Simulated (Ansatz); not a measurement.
Crystal: Mo.

```
CELL_PARAMETERS angstrom
-1.58381 1.58381 1.58381
1.58381 -1.58381 1.58381
1.58381 1.58381 -1.58381
ATOMIC_POSITIONS crystal
Mo 0.00000 0.00000 0.00000
```

Base run:

```yaml
Program: Ansatz 0.2.0
Functional: PBEsol
Potentials_or_basis: all-electron LAPW, scalar-relativistic
Cutoff: 249 eV (chosen from the basis error)
Basis_error_allowed: 0.001 eV/atom
k_mesh: 12 × 12 × 12
Occupations: fermi-dirac, width 0.05 eV
Spin: no spin polarisation
```

Its results: band gap on the k mesh none (metal or under the smearing width); pressure -9.6 GPa.

Task: The run is repeated on the same cell with these changes: functional from PBEsol to LDA; occupations from fermi-dirac, width 0.05 eV to gaussian, width 0.1 eV. What comes out?

Result: Band gap on the k mesh none (metal or under the smearing width); pressure -14.1 GPa.
